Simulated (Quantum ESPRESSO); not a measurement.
**AgCl (Chlorargyrite): zone-centre phonons and dielectric response under several settings**

```
CELL_PARAMETERS angstrom
0.00000 2.73500 2.73500
2.73500 0.00000 2.73500
2.73500 2.73500 0.00000
ATOMIC_POSITIONS crystal
Ag 0.00000 0.00000 0.00000
Cl 0.50000 0.50000 0.50000
```

All runs used Quantum ESPRESSO 7.5; k mesh 6 × 6 × 6, shifted; relaxed cell; no spin polarisation; cutoff 707 eV; occupations smeared at first, fixed for the response.

| level | potentials | volume (Å³/atom) | pressure (GPa) | lowest optical mode without the field (cm⁻¹) | highest mode with the field (cm⁻¹) | ε∞ (mean) | ε0 (mean) | Born charge of atom 1 (e) |
| --- | --- | --- | --- | --- | --- | --- | --- | --- |
| PBE | JTH 2.0 PBE | 22.09 | 0.1 | 92 | 162 | 4.93 | 15.2 | 1.45 |
| LDA | JTH 2.0 LDA | ? | 0.0 | ? | ? | ? | ? | ? |

**Question.** What stands in the row left open?

**Answer.** Volume 19.21 Å³/atom; lowest optical mode without the field 131 cm⁻¹; highest mode with the field 183 cm⁻¹; ε∞ 5.79; ε0 11.4; Born charge of atom 1 1.41 e.
